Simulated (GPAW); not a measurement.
# W (Im-3m) in GPAW: notebook

The runs below take W through optical spectrum, with PBE.

Program: GPAW 26.7.0. These are calculated values, not measurements. Logs are shortened: lines on timing, memory, paths and dates and some standing lists are left out, and cuts for length are marked. The log counts tension as positive stress, the text compression.

**1. The structure**

The structure is cubic, space group Im-3m (No. 229). Conventional cell: a = 3.186 Å, b = 3.186 Å, c = 3.186 Å, α = 90.00°, β = 90.00°, γ = 90.00°. W (site symmetry m-3m) is surrounded by 8 W at 2.76 Å.

**2. Optical spectrum, PBE**

run.py reads:

```python
from ase.dft.bandgap import bandgap
from ase.io import read, write
from gpaw import GPAW, PW
from gpaw.response.df import DielectricFunction

atoms = read('W.xyz')

calc = GPAW(mode=PW(450),
            xc='PBE',
            kpts={'size': (9, 9, 9), 'gamma': True},
            occupations={'name': 'fermi-dirac', 'width': 0.05},
            nbands=16,
            convergence={'density': 1e-06},
            maxiter=150,
            txt='gpaw.txt')
atoms.calc = calc
energy = atoms.get_potential_energy()
calc.write('gs.gpw')
write('result.traj', atoms)
print(f'Energy: {energy:.6f} eV')
print('Fermi level:', round(calc.get_fermi_level(), 4), 'eV')
print(f'Gap: {bandgap(calc)[0]:.4f} eV, direct: {bandgap(calc, direct=True)[0]:.4f} eV')

dense = calc.fixed_density(kpts={'size': (30, 30, 30), 'gamma': True},
                           nbands=23, convergence={'bands': 17, 'eigenstates': 1e-7},
                           update_fermi_level=True, txt='dense.txt')
dense.write('dense.gpw', mode='all')

df = DielectricFunction('dense.gpw', frequencies={'type': 'nonlinear', 'domega0': 0.05, 'omega2': 10},
                        eta=0.1, ecut=50, nbands=17, rate='eta', txt='df.txt')
for direction in ['x']:
    df.get_dielectric_function(xc='RPA', direction=direction, filename=f'df_{direction}.csv')
```

W.xyz reads:

```xyz
1
Lattice="-1.5928244114 1.5928244114 1.5928244114 1.5928244114 -1.5928244114 1.5928244114 1.5928244114 1.5928244114 -1.5928244114" Properties=species:S:1:pos:R:3 pbc="T T T"
W      0.0000000000      0.0000000000      0.0000000000
```

Potentials or basis: GPAW PAW data sets (gpaw-data 1.2.1), pw.

Launch:

```console
OMP_NUM_THREADS=1 python run.py
```

gpaw.txt:

```text
__  _  _
 | _ |_)|_||  |
 |__||  | ||/\| - 26.7.0

Input parameters:
  mode=PW(ecut=450.00000000000006),
  convergence={'density': 1e-06},
  kpts=MonkhorstPack(size=(9, 9, 9), gamma=True),
  maxiter=150,
  nbands=16,
  occupations=Occupations(name='fermi-dirac', width=0.05),
  xc=XC(name='PBE')

Diagonalizing LCAO Hamiltonian
Converting LCAO to pw mode

       W

Atoms  # Å, Bohr magnetons
|   | symbol |        x |        y |        z |    initial magnetic moments |
|---|--------|----------|----------|----------|-----------------------------|
| 0 |      W | 0.000000 | 0.000000 | 0.000000 | ( 0.0000,  0.0000,  0.0000) |

Unit cell  # Å
| periodic |         x |         y |         z |  lengths |     angles |
|----------|-----------|-----------|-----------|----------|------------|
|      yes | -1.592824 |  1.592824 |  1.592824 | 2.758853 | 109.471221 |
|      yes |  1.592824 | -1.592824 |  1.592824 | 2.758853 | 109.471221 |
|      yes |  1.592824 |  1.592824 | -1.592824 | 2.758853 | 109.471221 |

Number of symmetries: 48
Symmetry operations  # r_c * U_cc + t_c -> r_c
|    | kind |            matrix            |
|----|------|------------------------------|
|  0 |  σ   |  1, 1, 1,  0, 0,-1,  0,-1, 0 |
|  1 |  C4  |  1, 1, 1,  0, 0,-1, -1, 0, 0 |
|  2 |  C2  |  1, 1, 1,  0,-1, 0,  0, 0,-1 |
|  3 |  S6  |  1, 1, 1,  0,-1, 0, -1, 0, 0 |
|  4 |  S6  |  1, 1, 1, -1, 0, 0,  0, 0,-1 |
|  5 |  C4  |  1, 1, 1, -1, 0, 0,  0,-1, 0 |
|  6 |  E   |  1, 0, 0,  0, 1, 0,  0, 0, 1 |
|  7 |  σ   |  1, 0, 0,  0, 1, 0, -1,-1,-1 |
|  8 |  σ   |  1, 0, 0,  0, 0, 1,  0, 1, 0 |
|  9 |  C3  |  1, 0, 0,  0, 0, 1, -1,-1,-1 |
| 10 |  C3  |  1, 0, 0, -1,-1,-1,  0, 1, 0 |
| 11 |  σ   |  1, 0, 0, -1,-1,-1,  0, 0, 1 |
| 12 |  σ   |  0, 1, 0,  1, 0, 0,  0, 0, 1 |
| 13 |  C2  |  0, 1, 0,  1, 0, 0, -1,-1,-1 |
| 14 |  C3  |  0, 1, 0,  0, 0, 1,  1, 0, 0 |
| 15 |  S4  |  0, 1, 0,  0, 0, 1, -1,-1,-1 |
| 16 |  S4  |  0, 1, 0, -1,-1,-1,  1, 0, 0 |
| 17 |  C3  |  0, 1, 0, -1,-1,-1,  0, 0, 1 |
| 18 |  C3  |  0, 0, 1,  1, 0, 0,  0, 1, 0 |
| 19 |  S4  |  0, 0, 1,  1, 0, 0, -1,-1,-1 |
| 20 |  σ   |  0, 0, 1,  0, 1, 0,  1, 0, 0 |
| 21 |  C3  |  0, 0, 1,  0, 1, 0, -1,-1,-1 |
| 22 |  C2  |  0, 0, 1, -1,-1,-1,  1, 0, 0 |
| 23 |  S4  |  0, 0, 1, -1,-1,-1,  0, 1, 0 |
| 24 |  C4  |  0, 0,-1,  1, 1, 1,  0,-1, 0 |
| 25 |  σ   |  0, 0,-1,  1, 1, 1, -1, 0, 0 |
| 26 |  S6  |  0, 0,-1,  0,-1, 0,  1, 1, 1 |
| 27 |  C2  |  0, 0,-1,  0,-1, 0, -1, 0, 0 |
| 28 |  C4  |  0, 0,-1, -1, 0, 0,  1, 1, 1 |
| 29 |  S6  |  0, 0,-1, -1, 0, 0,  0,-1, 0 |
| 30 |  S6  |  0,-1, 0,  1, 1, 1,  0, 0,-1 |
| 31 |  C4  |  0,-1, 0,  1, 1, 1, -1, 0, 0 |
| 32 |  C4  |  0,-1, 0,  0, 0,-1,  1, 1, 1 |
| 33 |  S6  |  0,-1, 0,  0, 0,-1, -1, 0, 0 |
| 34 |  σ   |  0,-1, 0, -1, 0, 0,  1, 1, 1 |
| 35 |  C2  |  0,-1, 0, -1, 0, 0,  0, 0,-1 |
| 36 |  C2  | -1, 0, 0,  1, 1, 1,  0, 0,-1 |
| 37 |  S6  | -1, 0, 0,  1, 1, 1,  0,-1, 0 |
| 38 |  S6  | -1, 0, 0,  0, 0,-1,  1, 1, 1 |
| 39 |  C2  | -1, 0, 0,  0, 0,-1,  0,-1, 0 |
| 40 |  C2  | -1, 0, 0,  0,-1, 0,  1, 1, 1 |
| 41 |  i   | -1, 0, 0,  0,-1, 0,  0, 0,-1 |
| 42 |  S4  | -1,-1,-1,  1, 0, 0,  0, 1, 0 |
| 43 |  C3  | -1,-1,-1,  1, 0, 0,  0, 0, 1 |
| 44 |  C3  | -1,-1,-1,  0, 1, 0,  1, 0, 0 |
| 45 |  σ   | -1,-1,-1,  0, 1, 0,  0, 0, 1 |
| 46 |  S4  | -1,-1,-1,  0, 0, 1,  1, 0, 0 |
| 47 |  C2  | -1,-1,-1,  0, 0, 1,  0, 1, 0 |

BZ-sampling:
  Number of BZ points: 729
  Number of IBZ points: 35

  Monkhorst-Pack size: [9, 9, 9]
  Monkhorst-Pack shift: [0, 0, 0]

K-points  # in reciprocal-cell coordinates
|     |                                coordinates |     weight |
|-----|--------------------------------------------|------------|
|   0 | (  0.00000000,   0.00000000,   0.00000000) | 0.00137174 |
|   1 | (  0.11111111,   0.00000000,   0.00000000) | 0.01646091 |
|   2 | (  0.11111111,   0.11111111,  -0.11111111) | 0.00823045 |
|   3 | (  0.22222222,   0.00000000,  -0.11111111) | 0.03292181 |
|   4 | (  0.22222222,   0.00000000,   0.00000000) | 0.01646091 |
|   5 | (  0.22222222,   0.11111111,  -0.11111111) | 0.03292181 |
|   6 | (  0.22222222,   0.22222222,  -0.22222222) | 0.00823045 |
|   7 | (  0.33333333,  -0.11111111,  -0.11111111) | 0.01097394 |
|   8 | (  0.33333333,   0.00000000,  -0.11111111) | 0.06584362 |
|   9 | (  0.33333333,   0.00000000,   0.00000000) | 0.01646091 |
| ... |                                            |            |
|  34 | (  0.44444444,   0.44444444,   0.44444444) | 0.01097394 |

Plane wave coefficients: 370
Cutoff: 450.00000000000006 eV

Spin-components: 1 (collinear spins)
Bands:           16
Projectors:      6
Spin-degeneracy: 2
Datatype:        complex128

Parallelization:
  kpt:    1
  domain: 1
  band:   1

Density:
  Valence electrons: 14.0
  Components: 1
  Grid points: [14 14 14]
  Charge: 0.0  # |e|

Potential:
  Grid points: [14 14 14]

species:
  W:
    name:    Tungsten
    Z:       74.0
    valence: 14
    core:    60
    charge:  0.0  # [|e|]
    compensation charges:
      type: gauss
      rc: 0.40  # [Å]
      lmax: 2
    cutoffs:
      filter: 2.36  # [Å]
      core: 3.02  # [Å]
    projectors
    | kind |    occ | energy [eV] | rcut [Å] |
    |------|--------|-------------|----------|
    |   5s |  2.000 |     -78.830 |    1.344 |
    |   6s |  2.000 |      -5.697 |    1.344 |
    |   5p |  6.000 |     -43.233 |    1.355 |
    |   6p |  0.000 |      -1.367 |    1.355 |
    |   5d |  4.000 |      -4.494 |    1.228 |
    |    d |        |      22.717 |    1.228 |

    Using partial waves for W as LCAO basis

Reference energy: -438771.671655  # eV

eigensolver:
  PPCG
  Converge bands: occupied
  niter=2

density mixing:
  MSR1-Mixer
  Pratt-step length: 0.05
  Maximum mixing coefficient: 0.75
  Old densities: 10
  SVD Regularization: 0.005
  Good broyden scale: 1.0
  Trust region scale: 1.0
  Backstep threshold: 4.0
  History deletion threshold: 6.0
  Fourier metric: weight=20.0, sigma=0.015

occupation numbers:
  Fermi-Dirac:
    width: 0.0500  # eV

poisson solver:
  ecut: 3600.0000000000005  # eV

xc functional:
  name: PBE with 2 nearest neighbor stencil

convergence criteria:
- Maximum integral of absolute [dens]ity change: 1e-06 electrons / valence electron
- Maximum [total energy] change in last 3 cyles: 0.0005 eV / valence electron
- Maximum integral of absolute [eigenst]ate change: 4e-08 eV^2 / valence electron
maximum number of iterations: 150

SCF iterations
|iter     | |      energy | eigst |  dens |
|---------|-|-------------|-------|-------|
|iter:   1| |  -11.822493 | -0.21 |       |
|iter:   2| |  -11.782289 | -3.33 | -1.21 |
|iter:   3| |  -11.583606 | -2.21 | -1.24 |
|iter:   4| |  -11.586941 | -3.89 | -1.95 |
|iter:   5| |  -11.588070c| -4.84 | -2.32 |
|iter:   6| |  -11.588072c| -6.97 | -3.86 |
|iter:   7| |  -11.588072c| -8.03c| -4.23 |
|iter:   8| |  -11.588072c| -9.85c| -5.42 |
|iter:   9| |  -11.588072c|-10.62c| -5.96 |
|iter:  10| |  -11.588072c|-11.78c| -7.30c|

Converged in 10 steps
Energy contributions relative to reference atoms: (reference = -438771.671655)

Energy contributions:
  Kinetic:           4.806727
  Coulomb:          -6.835038
  Zero:             -0.005691
  External:          0.000000
  Xc:               -9.549791
  Entropy:          -0.008558
  Spinorbit:         0.000000
  ----------------------------
  Free energy:     -11.592351
  Extrapolated:    -11.588072

dipole moment: (-5.943731, -5.943731, -5.943731)  # |e|*Ang

Fermi level: 14.345
Eigenvalues  # (at kpt = [0.000, 0.000, 0.000])
| band index |      eig [eV] | occ [0-2] |
|------------|---------------|-----------|
|          0 |       -59.714 |     2.000 |
|          1 |       -23.571 |     2.000 |
|          2 |       -23.571 |     2.000 |
|          3 |       -23.571 |     2.000 |
|          4 |         4.807 |     2.000 |
|          5 |        13.090 |     2.000 |
[... 8 lines left out ...]
|         14 |        40.756 |     0.000 |
|         15 |        43.742 |     0.000 |

No gap
No difference between direct/indirect transitions
# Writing to gs.gpw (mode='')
```

Run time: 72 s. Hardware: 1 thread of Intel Xeon Platinum 8488C (Sapphire Rapids), shared host; peak memory 0.41 GiB.

What came out:

* Free energy: -11.5924 eV
* Band gap on the k mesh: none (metal or under the smearing width)

Dielectric function (mean over the directions given):
| energy (eV) | real part | imaginary part |
| --- | --- | --- |
| 0.41 | -120.52 | 99.71 |
| 1.26 | -0.57 | 16.65 |
| 2.30 | 6.57 | 20.21 |
| 3.30 | 5.32 | 18.90 |
| 4.30 | 4.13 | 16.94 |
| 5.31 | -8.40 | 21.57 |
| 6.31 | -8.23 | 8.61 |
| 7.12 | -5.26 | 4.82 |
| 8.16 | -2.44 | 3.55 |
| 9.18 | -1.00 | 3.59 |
| 10.16 | -1.05 | 4.47 |
| 11.20 | -1.80 | 3.59 |
| 12.19 | -1.58 | 2.84 |
| 13.00 | -1.76 | 2.06 |
| 14.10 | -1.22 | 1.64 |
| 15.13 | -0.65 | 1.40 |
| 16.21 | -0.38 | 1.90 |
| 17.36 | -0.91 | 1.59 |
| 18.58 | -0.96 | 1.31 |
| 19.87 | -0.78 | 0.46 |

Caveat: the intraband term hangs on this k mesh; the long-wavelength limit can be off by several per cent where d states take part; independent-particle spectra lack excitons. The run has no spin-orbit coupling, so splittings on W are missing.

**3. Optical spectrum, PBE**

This run uses another cell than the first one, of 16.48 Å³/atom, 1.020 times its volume.

run.py is that of step 2.

W.xyz reads:

```xyz
1
Lattice="-1.6031677168 1.6031677168 1.6031677168 1.6031677168 -1.6031677168 1.6031677168 1.6031677168 1.6031677168 -1.6031677168" Properties=species:S:1:pos:R:3 pbc="T T T"
W      0.0000000000      0.0000000000      0.0000000000
```

Potentials or basis: GPAW PAW data sets (gpaw-data 1.2.1), pw.

Launch:

```console
OMP_NUM_THREADS=1 python run.py
```

gpaw.txt:

```text
__  _  _
 | _ |_)|_||  |
 |__||  | ||/\| - 26.7.0

Input parameters:
  mode=PW(ecut=450.00000000000006),
  convergence={'density': 1e-06},
  kpts=MonkhorstPack(size=(9, 9, 9), gamma=True),
  maxiter=150,
  nbands=16,
  occupations=Occupations(name='fermi-dirac', width=0.05),
  xc=XC(name='PBE')

Diagonalizing LCAO Hamiltonian
Converting LCAO to pw mode

       W

Atoms  # Å, Bohr magnetons
|   | symbol |        x |        y |        z |    initial magnetic moments |
|---|--------|----------|----------|----------|-----------------------------|
| 0 |      W | 0.000000 | 0.000000 | 0.000000 | ( 0.0000,  0.0000,  0.0000) |

Unit cell  # Å
| periodic |         x |         y |         z |  lengths |     angles |
|----------|-----------|-----------|-----------|----------|------------|
|      yes | -1.603168 |  1.603168 |  1.603168 | 2.776768 | 109.471221 |
|      yes |  1.603168 | -1.603168 |  1.603168 | 2.776768 | 109.471221 |
|      yes |  1.603168 |  1.603168 | -1.603168 | 2.776768 | 109.471221 |

Number of symmetries: 48
Symmetry operations  # r_c * U_cc + t_c -> r_c
|    | kind |            matrix            |
|----|------|------------------------------|
|  0 |  σ   |  1, 1, 1,  0, 0,-1,  0,-1, 0 |
|  1 |  C4  |  1, 1, 1,  0, 0,-1, -1, 0, 0 |
|  2 |  C2  |  1, 1, 1,  0,-1, 0,  0, 0,-1 |
|  3 |  S6  |  1, 1, 1,  0,-1, 0, -1, 0, 0 |
|  4 |  S6  |  1, 1, 1, -1, 0, 0,  0, 0,-1 |
|  5 |  C4  |  1, 1, 1, -1, 0, 0,  0,-1, 0 |
|  6 |  E   |  1, 0, 0,  0, 1, 0,  0, 0, 1 |
|  7 |  σ   |  1, 0, 0,  0, 1, 0, -1,-1,-1 |
|  8 |  σ   |  1, 0, 0,  0, 0, 1,  0, 1, 0 |
|  9 |  C3  |  1, 0, 0,  0, 0, 1, -1,-1,-1 |
| 10 |  C3  |  1, 0, 0, -1,-1,-1,  0, 1, 0 |
| 11 |  σ   |  1, 0, 0, -1,-1,-1,  0, 0, 1 |
[... 120 lines left out ...]
  Old densities: 10
  SVD Regularization: 0.005
  Good broyden scale: 1.0
  Trust region scale: 1.0
  Backstep threshold: 4.0
  History deletion threshold: 6.0
  Fourier metric: weight=20.0, sigma=0.015

occupation numbers:
  Fermi-Dirac:
    width: 0.0500  # eV

poisson solver:
  ecut: 3600.0000000000005  # eV

xc functional:
  name: PBE with 2 nearest neighbor stencil

convergence criteria:
- Maximum integral of absolute [dens]ity change: 1e-06 electrons / valence electron
- Maximum [total energy] change in last 3 cyles: 0.0005 eV / valence electron
- Maximum integral of absolute [eigenst]ate change: 4e-08 eV^2 / valence electron
maximum number of iterations: 150

SCF iterations
|iter     | |      energy | eigst |  dens |
|---------|-|-------------|-------|-------|
|iter:   1| |  -11.821670 | -0.22 |       |
|iter:   2| |  -11.780454 | -3.31 | -1.20 |
|iter:   3| |  -11.576108 | -2.18 | -1.24 |
|iter:   4| |  -11.579302 | -3.84 | -1.94 |
|iter:   5| |  -11.580395c| -4.80 | -2.31 |
|iter:   6| |  -11.580397c| -6.78 | -3.81 |
|iter:   7| |  -11.580397c| -8.06c| -4.23 |
|iter:   8| |  -11.580397c| -9.17c| -5.30 |
|iter:   9| |  -11.580397c|-10.27c| -5.90 |
|iter:  10| |  -11.580397c|-11.42c| -7.21c|

Converged in 10 steps
Energy contributions relative to reference atoms: (reference = -438771.671655)

Energy contributions:
  Kinetic:           2.063635
  Coulomb:          -4.506021
  Zero:             -0.005812
  External:          0.000000
  Xc:               -9.127893
  Entropy:          -0.008611
  Spinorbit:         0.000000
  ----------------------------
  Free energy:     -11.584702
  Extrapolated:    -11.580397

dipole moment: (-5.982792, -5.982792, -5.982792)  # |e|*Ang

Fermi level: 14.009
Eigenvalues  # (at kpt = [0.000, 0.000, 0.000])
| band index |      eig [eV] | occ [0-2] |
|------------|---------------|-----------|
|          0 |       -60.078 |     2.000 |
|          1 |       -23.961 |     2.000 |
|          2 |       -23.961 |     2.000 |
|          3 |       -23.961 |     2.000 |
|          4 |         4.580 |     2.000 |
|          5 |        12.785 |     2.000 |
[... 8 lines left out ...]
|         14 |        40.112 |     0.000 |
|         15 |        42.926 |     0.000 |

No gap
No difference between direct/indirect transitions
# Writing to gs.gpw (mode='')
```

It took 78 s on 1 thread of Intel Xeon Platinum 8488C (Sapphire Rapids), shared host; peak memory 0.42 GiB.

What came out:

* Free energy: -11.5847 eV
* Band gap on the k mesh: none (metal or under the smearing width)

Dielectric function (mean over the directions given):
```
energy (eV)  real part  imaginary part
       0.41    -116.35           99.21
       0.77     -27.85           27.69
       1.26       1.01           16.12
       1.77       7.79           22.08
       2.30       6.16           20.24
       2.79       6.36           17.55
       3.17       6.36           19.27
       3.69       3.65           15.77
       4.16       4.24           16.88
       4.65       5.19           20.80
       5.16      -7.65           22.62
       5.68     -10.12           12.17
       6.07      -8.22            9.33
       6.55      -6.72            5.72
       7.04      -5.24            4.54
       7.55      -3.50            3.36
       8.07      -2.19            3.39
       8.43      -1.83            3.31
       8.89      -1.06            3.63
       9.47      -0.54            4.10
       9.96      -1.15            4.61
      10.46      -1.73            4.23
      10.88      -1.92            3.72
      11.31      -2.08            3.55
      11.85      -1.74            2.92
      12.30      -1.84            2.78
      12.77      -1.81            2.10
      13.36      -1.54            1.66
      13.72      -1.31            1.72
      14.22      -1.03            1.51
      14.73      -0.84            1.33
      15.26      -0.51            1.50
      15.80      -0.36            1.65
      16.36      -0.67            1.96
      16.78      -0.96            1.76
      17.36      -0.93            1.56
      17.96      -0.92            1.33
      18.58      -1.21            1.19
      19.22      -0.98            0.63
      19.87      -0.66            0.46
```

Caveat: the intraband term hangs on this k mesh; the long-wavelength limit can be off by several per cent where d states take part; independent-particle spectra lack excitons. The run has no spin-orbit coupling, so splittings on W are missing.

(Continued in part 2 of 2.)
